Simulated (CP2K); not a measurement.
Crystal: GaN.

```
Ga N
1.0
     3.18693    0.00000    0.00000
     1.59347    2.75996    0.00000
     1.59347    0.91999    2.60212
Ga N
1 1
Direct
  0.00000 0.00000 0.00000
  0.25000 0.25000 0.25000
```

The cell is a database's computed one.

Base run:

```yaml
Program: CP2K 2026.2
Functional: BLYP
Potentials_or_basis: POTENTIAL_UZH Ga GTH-PBE-q13, N GTH-PBE-q5; TZVP-MOLOPT-PBE-GTH basis
Density_cutoff: 9184 eV
k_mesh: 10 × 10 × 10
Occupations: fermi-dirac, width 0.05 eV
Spin: no spin polarisation
```

Its results: band gap on the k mesh 1.76 eV, direct; pressure 13.8 GPa.

Q: After a change of settings the same cell gave: band gap on the k mesh 1.59 eV, direct; pressure 1.8 GPa. Which change was it?
A. functional from BLYP to TPSS
B. functional from BLYP to LDA
C. functional from BLYP to OLYP
D. functional from BLYP to PBEsol

A: D.

PBEsol binds more tightly than BLYP, so the same cell stands under less pressure.

Caveats: the potentials were made for another functional, which shifts forces and pressure; the basis of atomic orbitals isn't converged, which shifts pressures, moduli and gaps.

Runs at the PBE level aren't shown here.
